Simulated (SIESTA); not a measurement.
Input of a SIESTA 5.4.2 run:

The input Ca.fdf:

```
SystemName                      Calcium
SystemLabel                     Ca
NumberOfSpecies                 1
NumberOfAtoms                   1
%block ChemicalSpeciesLabel
  1  20 Ca
%endblock ChemicalSpeciesLabel

LatticeConstant                 1.0 Ang
%block LatticeVectors
     0.0000000000     2.7942000000     2.7942000000
     2.7942000000     0.0000000000     2.7942000000
     2.7942000000     2.7942000000     0.0000000000
%endblock LatticeVectors
AtomicCoordinatesFormat         Fractional
%block AtomicCoordinatesAndAtomicSpecies
     0.0000000000     0.0000000000     0.0000000000  1  Ca
%endblock AtomicCoordinatesAndAtomicSpecies

%block kgrid.MonkhorstPack
    6   0   0  0.0
    0   6   0  0.0
    0   0   6  0.0
%endblock kgrid.MonkhorstPack
XC.Functional                   GGA
XC.Authors                      PBEsol
PAO.BasisSize                   DZP
PAO.EnergyShift                 0.003 Ry
Mesh.Cutoff                     800 Ry
OccupationFunction              FD
ElectronicTemperature           0.05 eV
MaxSCFIterations                120
SCF.MustConverge                false
SCF.Mixer.Method                Pulay
SCF.Mixer.Weight                0.25
SCF.Mixer.History               8
SCF.DM.Tolerance                5.0e-05
SCF.H.Tolerance                 1.0e-03 eV
WriteForces                     true
Charge.Mulliken                 end
MD.TypeOfRun                    CG
MD.Steps                        40
MD.MaxForceTol                  0.02 eV/Ang
MD.MaxDispl                     0.1 Ang
WriteCoorStep                   true
AtomCoorFormatOut               Fractional
MD.VariableCell                 true
MD.MaxStressTol                 0.1 GPa
%block PAO.Basis
  Ca 5
  n=3 0 2
    3.547 0.000
  n=4 0 2
    9.500 0.000
  n=3 1 2
    4.089 0.000
  n=4 1 1
    9.500
  n=3 2 1
    7.000
%endblock PAO.Basis
```

Potentials or basis: PseudoDojo 0.4 standard (PBEsol files), DZP (energy shift 0.003 Ry; two zetas on semicore shells; d shell added on Ca).

Run with:

```sh
$ siesta < Ca.fdf > Ca.out 2>&1
```

Question: Estimate the band gap on the k mesh.

Answer: None (metal or under the smearing width).

Question: Predict the relaxed cell.

Answer: a = 3.861 Å, b = 3.861 Å, c = 3.861 Å, α = 60.00°, β = 60.00°, γ = 60.00°.

Step by step:
```csv
step,energy change (eV),largest force (eV/Å),pressure (GPa),volume (Å³)
1,0.0000,0.0000,-1.11,43.63
2,-0.0092,0.0000,-0.60,42.14
3,-0.0131,0.0000,0.40,39.82
4,-0.0133,0.0000,-0.02,40.70
```

Caveat: the basis of atomic orbitals isn't converged, which shifts pressures, moduli and gaps.
